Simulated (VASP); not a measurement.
# W (Im-3m) in VASP: a series of runs

The runs below take W through single point, with PBE.

All numbers are computed with VASP 6.6.1; they aren't measurements. Logs are shortened: lines on timing, memory, paths and dates and some standing lists are left out, and cuts for length are marked.

### 1 The undisturbed crystal

The structure is cubic, space group Im-3m (No. 229). Conventional cell: a = 3.165 Å, b = 3.165 Å, c = 3.165 Å, α = 90.00°, β = 90.00°, γ = 90.00°. Around W (site symmetry m-3m) lie 8 W at 2.74 Å.

### 2 Single point, PBE (a relaxed cell with its volume scaled by 0.94)

File INCAR:

```
SYSTEM = W
ALGO = Normal ; EDIFF = 1E-7
ENCUT = 520 ; GGA = PE
ISIF = 2 ; ISMEAR = 1
LASPH = .TRUE. ; LCHARG = .FALSE.
LREAL = .FALSE. ; LWAVE = .FALSE.
NELM = 100 ; PREC = Accurate
SIGMA = 0.2
```

File KPOINTS:

```
k-points
0
G
  18 18 18
  0 0 0
```

File POSCAR:

```
W                                       
1.0
   -1.5601377254      1.5601377254      1.5601377254
    1.5601377254     -1.5601377254      1.5601377254
    1.5601377254      1.5601377254     -1.5601377254
  W             
     1
Direct
     0.0000000000000000    0.0000000000000000    0.0000000000000000
```

Potentials or basis: VASP PAW PBE potentials, release 64 (W_sv).

Launch:

```bash
cat potpaw_PBE.64/W_sv/POTCAR > POTCAR
mpirun -np 1 vasp_std > vasp.out
```

OUTCAR:

```text
SYSTEM = W
   EDIFF = 1E-7
   ENCUT = 520
   GGA = PE
   ISIF = 2
   ISMEAR = 1
   LASPH = .TRUE.
   LREAL = .FALSE.
   NELM = 100
   PREC = Accurate

 ion  position               nearest neighbor table
   1  0.000  0.000  0.000-

  LATTYP: Found a body centered cubic cell.
 ALAT       =     3.1202754508

  Lattice vectors:

 A1 = (  -1.5601377254,   1.5601377254,   1.5601377254)
 A2 = (   1.5601377254,  -1.5601377254,   1.5601377254)
 A3 = (   1.5601377254,   1.5601377254,  -1.5601377254)

Analysis of symmetry for initial positions (statically):
=====================================================================
 Subroutine PRICEL returns:
 Original cell was already a primitive cell.

 Routine SETGRP: Setting up the symmetry group for a
 body centered cubic supercell.

 Subroutine GETGRP returns: Found 48 space group operations
 (whereof 48 operations were pure point group operations)
 out of a pool of 48 trial point group operations.

The static configuration has the point symmetry O_h .

Analysis of symmetry for dynamics (positions and initial velocities):
=====================================================================
 Subroutine PRICEL returns:
 Original cell was already a primitive cell.

 Routine SETGRP: Setting up the symmetry group for a
 body centered cubic supercell.

 Subroutine GETGRP returns: Found 48 space group operations
 (whereof 48 operations were pure point group operations)
 out of a pool of 48 trial point group operations.

The dynamic configuration has the point symmetry O_h .

 Subroutine INISYM returns: Found 48 space group operations
 (whereof 48 operations are pure point group operations),
 and found     1 'primitive' translations

----------------------------------------------------------------------------------------

                                     Primitive cell

  volume of cell :      15.1897

  direct lattice vectors                    reciprocal lattice vectors
    -1.560137725  1.560137725  1.560137725     0.000000000  0.320484526  0.320484526
     1.560137725 -1.560137725  1.560137725     0.320484526  0.000000000  0.320484526
     1.560137725  1.560137725 -1.560137725     0.320484526  0.320484526  0.000000000

  length of vectors
     2.702237807  2.702237807  2.702237807     0.453233564  0.453233564  0.453233564

  position of ions in fractional coordinates (direct lattice)
     0.000000000  0.000000000  0.000000000

  ion indices of the primitive-cell ions
   primitive index   ion index
                 1           1

----------------------------------------------------------------------------------------

 KPOINTS: k-points

Automatic generation of k-mesh.
 Grid dimensions read from file:
 generate k-points for:   18   18   18

 Generating k-lattice:

  Cartesian coordinates                     Fractional coordinates (reciprocal lattice)
     0.000000000  0.017804696  0.017804696     0.055555556  0.000000000  0.000000000
     0.017804696  0.000000000  0.017804696     0.000000000  0.055555556  0.000000000
     0.017804696  0.017804696  0.000000000     0.000000000  0.000000000  0.055555556

  Length of vectors
     0.025179642  0.025179642  0.025179642

  Shift w.r.t. Gamma in fractional coordinates (k-lattice)
     0.000000000  0.000000000  0.000000000

 Subroutine IBZKPT returns following result:
 ===========================================

 Found    195 irreducible k-points:

 Following reciprocal coordinates:
            Coordinates               Weight
  0.000000  0.000000  0.000000      1.000000
  0.055556  0.000000  0.000000     12.000000
  0.111111  0.000000  0.000000     12.000000
  0.166667  0.000000  0.000000     12.000000
  0.222222  0.000000  0.000000     12.000000
  0.277778  0.000000  0.000000     12.000000
[... 16 lines left out ...]
  0.333333  0.111111  0.000000     48.000000
  0.388889  0.111111 -0.000000     48.000000
 [... further k-points ...]
   k-points           NKPTS =    195   k-points in BZ     NKDIM =    195   number of bands    NBANDS=     11
   number of dos      NEDOS =    301   number of ions     NIONS =      1
   total plane-waves  NPLWV =   8000
   dimension x,y,z NGX =    20 NGY =   20 NGZ =   20
   dimension x,y,z NGXF=    40 NGYF=   40 NGZF=   40
   ions per type =               1
   NGX,Y,Z   is equivalent  to a cutoff of  12.30, 12.30, 12.30 a.u.
   NGXF,Y,Z  is equivalent  to a cutoff of  24.61, 24.61, 24.61 a.u.
 SYSTEM =  W
   PREC   = accura    normal or accurate (medium, high low for compatibility)
   ISTART =      0    job   : 0-new  1-cont  2-samecut
   ICHARG =      2    charge: 1-file 2-atom 10-const
   ISPIN  =      1    spin polarized calculation?
   LNONCOLLINEAR =      F non collinear calculations
   LSORBIT =      F    spin-orbit coupling
   LASPH  =      T    aspherical Exc in radial PAW
   ENCUT  =  520.0 eV  38.22 Ry    6.18 a.u.   5.02  5.02  5.02*2*pi/ulx,y,z
   NELM   =    100;   NELMIN=  2; NELMDL= -5     # of ELM steps
   EDIFF  = 0.1E-06   stopping-criterion for ELM
   LREAL  =      F    real-space projection
   EDIFFG = 0.1E-05   stopping-criterion for IOM
   NSW    =      0    number of steps for IOM
   IBRION =     -1    ionic relax: 0-MD 1-quasi-New 2-CG
   NFREE  =      0    steps in history (QN), initial steepest desc. (CG)
   ISIF   =      2    stress and relaxation
   ISYM   =      2    0-nonsym 1-usesym 2-fastsym
   POTIM  = 0.5000    time-step for ionic-motion
   TEBEG  =    0.0;   TEEND  =   0.0 temperature during run
   PSTRESS=    0.0 pullay stress
   NELECT =      14.0000    total number of electrons
   NUPDOWN=      -1.0000    fix difference up-down
   EMIN   =  10.00;   EMAX   =-10.00  energy-range for DOS
   EFERMI =   0.00;   METHOD = LEGACY
   ISMEAR =     1;   SIGMA  =   0.20  broadening in eV -4-tet -1-fermi 0-gaus
   EFERMI_NEDOS =   21; number of points for ismear=-14 and -15
   IALGO  =     38    algorithm
   IMIX   =      4    mixing-type and parameters
     AMIX     =   0.40;   BMIX     =  1.00
     AMIX_MAG =   1.60;   BMIX_MAG =  1.00
  volume/ion in A,a.u.               =      15.19       102.51
  Fermi-wavevector in a.u.,A,eV,Ry     =   1.593191  3.010695 34.535101  2.538258
  Thomas-Fermi vector in A             =   2.691459
   LORBIT       =      0    0 simple, 1 ext, 2 COOP (PROOUT), +10 PAW based schemes
   GGA     = PE    functional components
   LHFCALC =     F    Hartree Fock is set to
   AEXX    =    0.0000 exact exchange contribution
   IVDW    =     0    specifies the selected vdW correction
   LEPSILON=     F    determine dielectric tensor
   LRPA    =     F    only Hartree local field effects (RPA)
 non-spin polarized calculation
 Methfessel and Paxton  Order N= 1 SIGMA  =   0.20
  energy-cutoff  :      520.00
  volume of cell :       15.19
 maximum number of plane-waves:       420
   NGX =  9   NGY =  9   NGZ =  9

 number of electron      14.0000003 magnetization

 Free energy of the ion-electron system (eV)
  ---------------------------------------------------
  ext. energy  EPLUGINS =         0.00000000
  ---------------------------------------------------
  free energy    TOTEN  =       -12.88741708 eV

  energy without entropy =      -12.88558816  energy(sigma->0) =      -12.88680744

 E-fermi :  12.0628     XC(G=0): -13.8843

 val. band max:       12.0541975138   @ k =  -0.1667   0.1667   0.0556
 cond. band min:      12.0638855343   @ k =  -0.2778   0.3333   0.2222
 fundamental gap:      0.0096880205
 Fermi energy:        12.0627729597

 k-point     1 :       0.0000    0.0000    0.0000
  band No.  band energies     occupation
      1     -62.0579      2.00000
      2     -25.5511      2.00000
      3     -25.5511      2.00000
      4     -25.5511      2.00000
      5       2.2007      2.00000
      6      10.7688      2.00000
      7      10.7688      2.00000
      8      10.7688      2.00000
      9      14.4355     -0.00000
     10      14.4355     -0.00000
     11      26.6835      0.00000

 k-point     2 :       0.0556    0.0000    0.0000
  band No.  band energies     occupation
      1     -62.0531      2.00000
      2     -25.6000      2.00000
      3     -25.5661      2.00000
      4     -25.5514      2.00000
      5       2.3589      2.00000
      6      10.6707      2.00000
      7      10.7468      2.00000
      8      10.9217      2.00000
      9      14.2736     -0.00000
     10      14.4354     -0.00000
     11      26.8227      0.00000

 k-point     3 :       0.1111    0.0000    0.0000
  band No.  band energies     occupation
      1     -62.0391      2.00000
      2     -25.7389      2.00000
      3     -25.6092      2.00000
      4     -25.5523      2.00000
      5       2.8144      2.00000
      6      10.4001      2.00000
      7      10.6518      2.00000
      8      11.3755      2.00001
      9      13.9310     -0.00000
     10      14.4435     -0.00000
     11      27.1771      0.00000

 k-point     4 :       0.1667    0.0000    0.0000
  band No.  band energies     occupation
      1     -62.0177      2.00000
      2     -25.9470      2.00000
      3     -25.6744      2.00000
      4     -25.5536      2.00000
      5       3.5059      2.00000
      6      10.0156      2.00000
      7      10.4403      2.00000
      8      12.1148      0.57553
      9      13.6870     -0.00000
     10      14.4804     -0.00000
     11      27.5132      0.00000

 k-point     5 :       0.2222    0.0000    0.0000
  band No.  band energies     occupation
      1     -61.9913      2.00000
      2     -26.1953      2.00000
      3     -25.7535      2.00000
      4     -25.5553      2.00000
      5       4.3132      2.00000
      6       9.5846      2.00000
      7      10.1900      2.00000
      8      13.1124     -0.00000
      9      13.6932     -0.00000
     10      14.5673     -0.00000
     11      27.3924      0.00000
[... 211 lines left out ...]
 k-point    21 :       0.2222    0.1111    0.0000
  band No.  band energies     occupation
      1     -61.9545      2.00000
      2     -26.4848      2.00000
      3     -25.8517      2.00000
      4     -25.6173      2.00000
      5       5.4460      2.00000
      6       9.1812      2.00000
      7       9.7129      2.00000
      8      13.4942     -0.00000
      9      14.9815     -0.00000
     10      15.1136     -0.00000
     11      26.8759      0.00000

 k-point    22 :       0.2778    0.1111   -0.0000
  band No.  band energies     occupation
      1     -61.9295      2.00000
      2     -26.6827      2.00000
      3     -25.9445      2.00000
      4     -25.6218      2.00000
      5       5.8999      2.00000
      6       8.8494      2.00000
      7      10.0431      2.00000
      8      13.8108     -0.00000
      9      15.2333     -0.00000
     10      16.4036      0.00000
     11      25.6735      0.00000

 k-point    23 :       0.3333    0.1111    0.0000
  band No.  band energies     occupation
      1     -61.9091      2.00000
      2     -26.8400      2.00000
      3     -26.0206      2.00000
      4     -25.6249      2.00000
      5       6.0154      2.00000
      6       8.6070      2.00000
      7      10.7737      2.00000
      8      14.1229     -0.00000
      9      15.3913     -0.00000
     10      17.7815      0.00000
     11      24.5924      0.00000

 k-point    24 :       0.3889    0.1111   -0.0000
  band No.  band energies     occupation
      1     -61.8957      2.00000
      2     -26.9409      2.00000
      3     -26.0703      2.00000
      4     -25.6268      2.00000
      5       5.9822      2.00000
      6       8.4584      2.00000
      7      11.5505      2.00175
      8      14.2175     -0.00000
      9      15.6426     -0.00000
     10      18.8930      0.00000
     11      23.6123      0.00000

 [... further k-points ...]

------------------------ aborting loop because EDIFF is reached ----------------------------------------

  FORCE on cell =-STRESS in cart. coord.  units (eV):
  Direction    XX          YY          ZZ          XY          YZ          ZX
  --------------------------------------------------------------------------------------
  -------------------------------------------------------------------------------------
  Total        2.0559153      2.0559153      2.0559153      0.0000000      0.0000000      0.0000000
  in kB      216.8537821    216.8537821    216.8537821      0.0000000      0.0000000      0.0000000
  external PRESSURE =     216.8537821 kB  Pullay stress =       0.0000000 kB

 VOLUME and BASIS-vectors are now :
 -----------------------------------------------------------------------------
  energy-cutoff  :      520.00
  volume of cell :       15.19
      direct lattice vectors                 reciprocal lattice vectors
    -1.560137725  1.560137725  1.560137725     0.000000000  0.320484526  0.320484526
     1.560137725 -1.560137725  1.560137725     0.320484526  0.000000000  0.320484526
     1.560137725  1.560137725 -1.560137725     0.320484526  0.320484526  0.000000000

 POSITION                                       TOTAL-FORCE (eV/Angst)
 -----------------------------------------------------------------------------------
      0.00000      0.00000      0.00000         0.000000     -0.000000      0.000000
 -----------------------------------------------------------------------------------
    total drift:                               -0.000000     -0.000000      0.000000

  FREE ENERGIE OF THE ION-ELECTRON SYSTEM (eV)
  ---------------------------------------------------
  free  energy   TOTEN  =       -12.8874170760 eV

  energy  without entropy=      -12.8855881630  energy(sigma->0) =      -12.88680744
```

It took 13 s on 1 thread of AMD EPYC 9R45 (Zen 5), shared host; peak memory 0.12 GiB.

What came out:

```
Free energy            : -12.8874 eV
Pressure               : 21.7 GPa
Band gap on the k mesh : none (metal or under the smearing width)
```

Levels at points of the mesh, in eV from the Fermi level:
```
           k point  band 4  band 5  band 6  band 7  band 8  band 9  band 10  band 11
(0.00, 0.00, 0.00)  -37.61   -9.86   -1.29   -1.29   -1.29    2.37     2.37    14.62
(0.50, 0.00, 0.00)  -37.62   -6.55   -3.77    0.85    2.29    3.33     6.55    11.61
(0.50, 0.50, 0.50)  -38.64   -6.18   -6.18    5.49    5.49    5.49     8.61     8.61
```

Caveat: so large a pressure means that the cell lies far from this level's equilibrium, or that cutoff or potentials fall short. Spin-orbit coupling is left out, which matters for the levels of W.

### 3 Single point, PBE (a relaxed cell with its volume scaled by 1.06)

INCAR is that of step 2.

KPOINTS is that of step 2.

File POSCAR:

```
W                                       
1.0
   -1.6238862673      1.6238862673      1.6238862673
    1.6238862673     -1.6238862673      1.6238862673
    1.6238862673      1.6238862673     -1.6238862673
  W             
     1
Direct
     0.0000000000000000    0.0000000000000000    0.0000000000000000
```

Potentials or basis: VASP PAW PBE potentials, release 64 (W_sv).

Launch:

```bash
cat potpaw_PBE.64/W_sv/POTCAR > POTCAR
mpirun -np 1 vasp_std > vasp.out
```

Run time: 20 s. Hardware: 1 thread of AMD EPYC 9R45 (Zen 5), shared host; peak memory 0.14 GiB.

The run converged. Its results:

* Free energy: -12.9007 eV
* Pressure: -15.7 GPa
* Band gap on the k mesh: none (metal or under the smearing width)

Levels at points of the mesh, in eV from the Fermi level:
```csv
k point,band 5,band 6,band 7,band 8,band 9,band 10
"(0.00, 0.00, 0.00)",-9.20,-1.10,-1.10,-1.10,2.08,2.08
"(0.50, 0.00, 0.00)",-5.78,-3.21,0.45,1.94,2.82,5.49
"(0.50, 0.50, 0.50)",-5.23,-5.23,4.63,4.63,4.63,7.66
```

Caveat: so large a pressure means that the cell lies far from this level's equilibrium, or that cutoff or potentials fall short. Spin-orbit coupling is left out, which matters for the levels of W.
